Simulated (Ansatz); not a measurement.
The system is Ni.

```
Ni
1.0
     0.00000    1.73757    1.73757
     1.73757    0.00000    1.73757
     1.73757    1.73757    0.00000
Ni
1
Direct
  0.00000 0.00000 0.00000
```

Base run:

```yaml
Program: Ansatz 0.2.0
Functional: LDA
Potentials_or_basis: Ansatz PAW
Cutoff: "420 eV (not typed: the program's choice for these potentials)"
k_mesh: 13 × 13 × 13
Occupations: gaussian, width 0.02 eV
Spin: collinear spin, ferromagnetic start
Starting_moments: "[1.0] μB"
```

Its results: band gap on the k mesh none (metal or under the smearing width); pressure -10.4 GPa; net moment 0.62 μB per cell; site moments Ni +0.64 μB.

Q: The run is repeated on the same cell with these changes: functional from LDA to RPBE; occupations from gaussian, width 0.02 eV to gaussian, width 0.05 eV. What comes out?

A: Band gap on the k mesh none (metal or under the smearing width); pressure 13.8 GPa; net moment 0.64 μB per cell; site moments Ni +0.68 μB.

Caveats: the PAW data sets come from PBE, with cores solved anew for the run's functional, which leaves a small shift of forces and pressure.
